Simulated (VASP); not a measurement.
# GaN (F-43m) in VASP: a series of runs

One crystal, GaN, is run at these levels: r2SCAN, TB-mBJ, LDA, PBE; tasks: band structure, G0W0 quasiparticle levels, evGW0 quasiparticle levels.

All numbers are computed with VASP 6.6.1; they aren't measurements. Logs are shortened: lines on timing, memory, paths and dates and some standing lists are left out, and cuts for length are marked.

**Measured values to compare with.**

A printed reference work, textbook reports, for a bulk crystal of GaN at 0 K: band gap 3.299 eV (direct).

The runs below are set against these values where they give the same quantity.

## Step 1: The crystal as given

The structure is cubic, space group F-43m (No. 216). The conventional cell has a = 4.507 Å, b = 4.507 Å, c = 4.507 Å, α = 90.00°, β = 90.00°, γ = 90.00°. Around Ga (site symmetry -43m) lie 4 N at 1.95 Å. Around N (site symmetry -43m) lie 4 Ga at 1.95 Å.

The cell is a database's computed one.

## Step 2: Band structure, r2SCAN, spin-orbit coupling, no magnetisation

The input, INCAR:

```
ALGO = Normal
EDIFF = 1E-7
ENCUT = 520
GGA_COMPAT = F
ISIF = 2
ISMEAR = 0
KPAR = 2
LASPH = T
LCHARG = F
LMIXTAU = T
LORBIT = 11
LREAL = F
LSORBIT = T
LWAVE = F
MAGMOM = 0 0 0 0 0 0
METAGGA = R2SCAN
NBANDS = 30
NELM = 80
PREC = Accurate
SIGMA = 0.02
```

The input, KPOINTS:

```
k-points
0
Gamma
  8 8 8
```

The input, POSCAR:

```
GaN
1.0
    0.0000000000      2.2535006075      2.2535006075
    2.2535006075      0.0000000000      2.2535006075
    2.2535006075      2.2535006075      0.0000000000
Ga N
1 1
Direct
    0.0000000000      0.0000000000      0.0000000000
    0.2500000000      0.2500000000      0.2500000000
```

The input, KPOINTS_OPT:

```
path GXWKGLUWLK,UX
15
line-mode
reciprocal
 0.0000000000  0.0000000000  0.0000000000  G
 0.5000000000  0.0000000000  0.5000000000  X

 0.5000000000  0.0000000000  0.5000000000  X
 0.5000000000  0.2500000000  0.7500000000  W

 0.5000000000  0.2500000000  0.7500000000  W
 0.3750000000  0.3750000000  0.7500000000  K

 0.3750000000  0.3750000000  0.7500000000  K
 0.0000000000  0.0000000000  0.0000000000  G

 0.0000000000  0.0000000000  0.0000000000  G
 0.5000000000  0.5000000000  0.5000000000  L

 0.5000000000  0.5000000000  0.5000000000  L
 0.6250000000  0.2500000000  0.6250000000  U

 0.6250000000  0.2500000000  0.6250000000  U
 0.5000000000  0.2500000000  0.7500000000  W

 0.5000000000  0.2500000000  0.7500000000  W
 0.5000000000  0.5000000000  0.5000000000  L

 0.5000000000  0.5000000000  0.5000000000  L
 0.3750000000  0.3750000000  0.7500000000  K

 0.6250000000  0.2500000000  0.6250000000  U
 0.5000000000  0.0000000000  0.5000000000  X
```

Potentials or basis: VASP PAW PBE potentials, release 64 (Ga_d, N).

The run is started by

```bash
cat potpaw_PBE.64/Ga_d/POTCAR potpaw_PBE.64/N/POTCAR > POTCAR
mpirun -np 2 vasp_ncl > vasp.out
```

OUTCAR:

```text
EDIFF = 1E-7
   ENCUT = 520
   ISIF = 2
   ISMEAR = 0
   LASPH = T
   LORBIT = 11
   LREAL = F
   LSORBIT = T
   METAGGA = R2SCAN
   NELM = 80
   PREC = Accurate

 ion  position               nearest neighbor table
   1  0.000  0.000  0.000-   2 1.95   2 1.95   2 1.95   2 1.95
   2  0.250  0.250  0.250-   1 1.95   1 1.95   1 1.95   1 1.95

  LATTYP: Found a face centered cubic cell.
 ALAT       =     4.5070012150

  Lattice vectors:

 A1 = (   0.0000000000,   2.2535006075,   2.2535006075)
 A2 = (   2.2535006075,   0.0000000000,   2.2535006075)
 A3 = (   2.2535006075,   2.2535006075,   0.0000000000)

Analysis of symmetry for initial positions (statically):
=====================================================================
 Subroutine PRICEL returns:
 Original cell was already a primitive cell.

 Routine SETGRP: Setting up the symmetry group for a
 face centered cubic supercell.

 Subroutine GETGRP returns: Found 24 space group operations
 (whereof 24 operations were pure point group operations)
 out of a pool of 48 trial point group operations.

The static configuration has the point symmetry T_d .

Analysis of symmetry for dynamics (positions and initial velocities):
=====================================================================
 Subroutine PRICEL returns:
 Original cell was already a primitive cell.

 Routine SETGRP: Setting up the symmetry group for a
 face centered cubic supercell.

 Subroutine GETGRP returns: Found 24 space group operations
 (whereof 24 operations were pure point group operations)
 out of a pool of 48 trial point group operations.

The dynamic configuration has the point symmetry T_d .

Analysis of structural, dynamic, and magnetic symmetry:
=====================================================================
 Subroutine PRICEL returns:
 Original cell was already a primitive cell.

 Routine SETGRP: Setting up the symmetry group for a
 face centered cubic supercell.

 Subroutine GETGRP returns: Found 24 space group operations
 (whereof 24 operations were pure point group operations)
 out of a pool of 48 trial point group operations.

The overall configuration has the point symmetry T_d .

 Subroutine INISYM returns: Found 24 space group operations
 (whereof 24 operations are pure point group operations),
 and found     1 'primitive' translations

----------------------------------------------------------------------------------------

                                     Primitive cell

  volume of cell :      22.8877

  direct lattice vectors                    reciprocal lattice vectors
     0.000000000  2.253500607  2.253500607    -0.221877020  0.221877020  0.221877020
     2.253500607  0.000000000  2.253500607     0.221877020 -0.221877020  0.221877020
     2.253500607  2.253500607  0.000000000     0.221877020  0.221877020 -0.221877020

  length of vectors
     3.186931122  3.186931122  3.186931122     0.384302272  0.384302272  0.384302272

  position of ions in fractional coordinates (direct lattice)
     0.000000000  0.000000000  0.000000000
     0.250000000  0.250000000  0.250000000

  ion indices of the primitive-cell ions
   primitive index   ion index
                 1           1
                 2           2

----------------------------------------------------------------------------------------

 KPOINTS: k-points

Automatic generation of k-mesh.
[... 77 lines left out ...]
   NELECT =      18.0000    total number of electrons
   NUPDOWN=      -1.0000    fix difference up-down
   EMIN   =  10.00;   EMAX   =-10.00  energy-range for DOS
   EFERMI =   0.00;   METHOD = LEGACY
   ISMEAR =     0;   SIGMA  =   0.02  broadening in eV -4-tet -1-fermi 0-gaus
   EFERMI_NEDOS =   21; number of points for ismear=-14 and -15
   IALGO  =     38    algorithm
   IMIX   =      4    mixing-type and parameters
     AMIX     =   0.40;   BMIX     =  1.00
     AMIX_MAG =   1.60;   BMIX_MAG =  1.00
  volume/ion in A,a.u.               =      11.44        77.23
  Fermi-wavevector in a.u.,A,eV,Ry     =   1.511117  2.855596 31.068543  2.283473
  Thomas-Fermi vector in A             =   2.621216
   LORBIT       =     11    0 simple, 1 ext, 2 COOP (PROOUT), +10 PAW based schemes
   METAGGA = R2SCAN    functional components
   LHFCALC =     F    Hartree Fock is set to
   AEXX    =    0.0000 exact exchange contribution
   IVDW    =     0    specifies the selected vdW correction
   LEPSILON=     F    determine dielectric tensor
   LRPA    =     F    only Hartree local field effects (RPA)
 Gauss-broadening in eV      SIGMA  =   0.02
  energy-cutoff  :      520.00
  volume of cell :       22.89
 maximum number of plane-waves:      1272
   NGX = 11   NGY = 11   NGZ = 11

 number of electron      18.0000004 magnetization       0.0000000      0.0000000      0.0000000

 number of electron      18.0000004 magnetization       0.0000000      0.0000000     -0.0000000

 number of electron      18.0000004 magnetization      -0.0000000      0.0000000     -0.0000000

 Free energy of the ion-electron system (eV)
  ---------------------------------------------------
  ext. energy  EPLUGINS =         0.00000000
  ---------------------------------------------------
  free energy    TOTEN  =       -21.90147089 eV

  energy without entropy =      -21.90147089  energy(sigma->0) =      -21.90147089

 E-fermi :   5.1585     XC(G=0): -12.6347

 val. band max:        5.0196578849   @ k =   0.0000   0.0000   0.0000
 cond. band min:       7.1358132318   @ k =   0.0000   0.0000   0.0000
 fundamental gap:      2.1161553469
 Fermi energy:         5.1585343376

 k-point     1 :       0.0000    0.0000    0.0000
  band No.  band energies     occupation
      1     -11.7141      1.00000
      2     -11.7141      1.00000
      3      -8.9940      1.00000
      4      -8.9940      1.00000
      5      -8.9940      1.00000
      6      -8.9940      1.00000
[... 781 lines left out ...]
     29      27.2423      0.00000
     30      27.2538      0.00000

 [... further k-points ...]

------------------------ aborting loop because EDIFF is reached ----------------------------------------

  FORCE on cell =-STRESS in cart. coord.  units (eV):
  Direction    XX          YY          ZZ          XY          YZ          ZX
  --------------------------------------------------------------------------------------
  -------------------------------------------------------------------------------------
  Total       -0.0183710     -0.0183710     -0.0183710      0.0000000      0.0000000      0.0000000
  in kB       -1.2859953     -1.2859953     -1.2859953      0.0000000      0.0000000      0.0000000
  external PRESSURE =      -1.2859953 kB  Pullay stress =       0.0000000 kB

 VOLUME and BASIS-vectors are now :
 -----------------------------------------------------------------------------
  energy-cutoff  :      520.00
  volume of cell :       22.89
      direct lattice vectors                 reciprocal lattice vectors
     0.000000000  2.253500607  2.253500607    -0.221877020  0.221877020  0.221877020
     2.253500607  0.000000000  2.253500607     0.221877020 -0.221877020  0.221877020
     2.253500607  2.253500607  0.000000000     0.221877020  0.221877020 -0.221877020

 POSITION                                       TOTAL-FORCE (eV/Angst)
 -----------------------------------------------------------------------------------
      0.00000      0.00000      0.00000        -0.000000     -0.000000     -0.000000
      1.12675      1.12675      1.12675         0.000000      0.000000      0.000000
 -----------------------------------------------------------------------------------
    total drift:                               -0.000003     -0.000003     -0.000003

  FREE ENERGIE OF THE ION-ELECTRON SYSTEM (eV)
  ---------------------------------------------------
  free  energy   TOTEN  =       -21.9014708919 eV

  energy  without entropy=      -21.9014708919  energy(sigma->0) =      -21.90147089

 Spin-Orbit-Coupling matrix elements

 Ion:    1  E_soc:     -0.0102308
 l=   1
     0.0000000    -0.0009150    -0.0009150
    -0.0009150     0.0000000    -0.0009150
    -0.0009150    -0.0009150     0.0000000
 l=   2
     0.0000000    -0.0001647     0.0000000    -0.0001647    -0.0006254
    -0.0001647     0.0000000    -0.0004691    -0.0001647    -0.0001564
     0.0000000    -0.0004691     0.0000000    -0.0004691     0.0000000
    -0.0001647    -0.0001647    -0.0004691     0.0000000    -0.0001564
    -0.0006254    -0.0001564     0.0000000    -0.0001564     0.0000000
 l=   3
     0.0000000     0.0000000     0.0000000     0.0000000     0.0000000     0.0000000     0.0000000
     0.0000000     0.0000000     0.0000000     0.0000000     0.0000000     0.0000000     0.0000000
     0.0000000     0.0000000     0.0000000     0.0000000     0.0000000     0.0000000     0.0000000
     0.0000000     0.0000000     0.0000000     0.0000000     0.0000000     0.0000000     0.0000000
     0.0000000     0.0000000     0.0000000     0.0000000     0.0000000     0.0000000     0.0000000
     0.0000000     0.0000000     0.0000000     0.0000000     0.0000000     0.0000000     0.0000000
     0.0000000     0.0000000     0.0000000     0.0000000     0.0000000     0.0000000     0.0000000

 Ion:    2  E_soc:     -0.0000893
 l=   1
     0.0000000    -0.0000149    -0.0000149
    -0.0000149     0.0000000    -0.0000149
    -0.0000149    -0.0000149     0.0000000
 l=   2
     0.0000000     0.0000000     0.0000000     0.0000000     0.0000000
     0.0000000     0.0000000     0.0000000     0.0000000     0.0000000
     0.0000000     0.0000000     0.0000000     0.0000000     0.0000000
     0.0000000     0.0000000     0.0000000     0.0000000     0.0000000
     0.0000000     0.0000000     0.0000000     0.0000000     0.0000000
 l=   3
     0.0000000     0.0000000     0.0000000     0.0000000     0.0000000     0.0000000     0.0000000
     0.0000000     0.0000000     0.0000000     0.0000000     0.0000000     0.0000000     0.0000000
     0.0000000     0.0000000     0.0000000     0.0000000     0.0000000     0.0000000     0.0000000
     0.0000000     0.0000000     0.0000000     0.0000000     0.0000000     0.0000000     0.0000000
     0.0000000     0.0000000     0.0000000     0.0000000     0.0000000     0.0000000     0.0000000
     0.0000000     0.0000000     0.0000000     0.0000000     0.0000000     0.0000000     0.0000000
     0.0000000     0.0000000     0.0000000     0.0000000     0.0000000     0.0000000     0.0000000

 total charge

# of ion       s       p       d       tot
------------------------------------------
    1        0.757   0.878  10.189  11.824
    2        1.232   2.540   0.000   3.772
--------------------------------------------------
tot          1.989   3.419  10.189  15.596

 magnetization (x)

# of ion       s       p       d       tot
------------------------------------------
    1       -0.000  -0.000   0.000  -0.000
    2        0.000  -0.000   0.000  -0.000
--------------------------------------------------
tot         -0.000  -0.000   0.000  -0.000

 magnetization (y)

# of ion       s       p       d       tot
------------------------------------------
    1       -0.000   0.000   0.000   0.000
    2        0.000   0.000   0.000   0.000
--------------------------------------------------
tot         -0.000   0.000   0.000   0.000

 magnetization (z)

# of ion       s       p       d       tot
------------------------------------------
    1       -0.000   0.000   0.000   0.000
    2        0.000   0.000   0.000   0.000
--------------------------------------------------
tot          0.000   0.000   0.000   0.000
```

Run time: 6.7 min. Hardware: 2 MPI ranks of AMD EPYC 9R45 (Zen 5), shared host; peak memory 0.24 GiB.

What came out:

```yaml
Free_energy: -21.9015 eV
Pressure: -0.1 GPa
Valence_electrons_inside_the_program's_atomic_spheres: Ga 11.82; N 3.77
```

Caveat: the PAW data sets were made with another functional, which shifts forces and pressure a little.

## Step 3: Band structure, TB-mBJ, spin-orbit coupling, no magnetisation

POSCAR is that of step 2.

The input, INCAR.step1:

```
ALGO = Normal
EDIFF = 1E-5
ENCUT = 520
GGA = PE
GGA_COMPAT = F
ISIF = 2
ISMEAR = 0
KPAR = 2
LASPH = T
LCHARG = F
LORBIT = 11
LREAL = F
LSORBIT = T
LWAVE = T
MAGMOM = 0 0 0 0 0 0
NBANDS = 30
NELM = 80
PREC = Accurate
SIGMA = 0.02
```

The input, INCAR.step2:

```
ALGO = Normal
EDIFF = 1E-7
ENCUT = 520
GGA_COMPAT = F
ISIF = 2
ISMEAR = 0
ISTART = 1
KPAR = 2
LASPH = T
LCHARG = F
LORBIT = 11
LREAL = F
LSORBIT = T
LWAVE = F
MAGMOM = 0 0 0 0 0 0
METAGGA = MBJ
NBANDS = 30
NELM = 80
PREC = Accurate
SIGMA = 0.02
```

KPOINTS is that of step 2.

KPOINTS_OPT is that of step 2.

Potentials or basis: VASP PAW PBE potentials, release 64 (Ga_d, N).

The run is started by

```bash
cat potpaw_PBE.64/Ga_d/POTCAR potpaw_PBE.64/N/POTCAR > POTCAR
cp INCAR.step1 INCAR
mpirun -np 2 vasp_ncl > vasp.out
cp INCAR.step2 INCAR
mpirun -np 2 vasp_ncl > vasp.out
```

Run time: 4.4 min. Hardware: 2 MPI ranks of AMD EPYC 9R45 (Zen 5), shared host; peak memory 0.25 GiB.

Results (log left out):

| Property | Result |
| --- | --- |
| Valence electrons inside the program's atomic spheres | Ga 11.51; N 3.87 |

Caveat: the PAW data sets were made with another functional, which shifts forces and pressure a little.

[end of part 1 of 2]
